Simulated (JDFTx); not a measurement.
ZrS2, 3 atoms in the cell. The structure is trigonal, space group P-3m1 (No. 164). Conventional cell: a = 3.691 Å, b = 3.691 Å, c = 6.041 Å, α = 90.00°, β = 90.00°, γ = 120.00°. Zr (site symmetry -3m) has 6 S at 2.57 Å as nearest neighbours. S (site symmetry 3m) is surrounded by 3 Zr at 2.57 Å. The cell is a database's computed one.

| Item | Value |
| --- | --- |
| Program | JDFTx 1.7.0 (patched build) |
| Task | single point |
| Functional | r2SCAN |
| Potentials or basis | SG15-PBE-1.2 with smoothed tails |
| Cutoff | 1088 eV |
| Density cutoff | 8708 eV |
| k mesh | 3 × 3 × 2 |
| Occupations | fermi-dirac, width 0.05 eV |
| Spin | no spin polarisation |
| Local potential set to -Z/r beyond | 6 bohr |
| Bands | 18 |
| Density cutoff over wavefunction cutoff | 8 |
| Max SCF steps | 100 |
| SCF threshold on the energy | 1e-09 Ha |
| Solver of the electrons | scf |
| Further solve for the empty bands | yes |

Potentials or basis: SG15-PBE-1.2 with smoothed tails.

The run is started by

```console
$ jdftx -c 1 -i ZrS2.in -o ZrS2.out
```

Hardware: 1 thread of AMD EPYC 7571, on a shared host.

Q: Estimate the wall time of this run.

A: It took 7.9 min on 1 thread of AMD EPYC 7571, with other jobs on the host, peak memory 0.24 GiB. Counts: scf iterations 46, bands 18, k points 6, plane waves 5807.
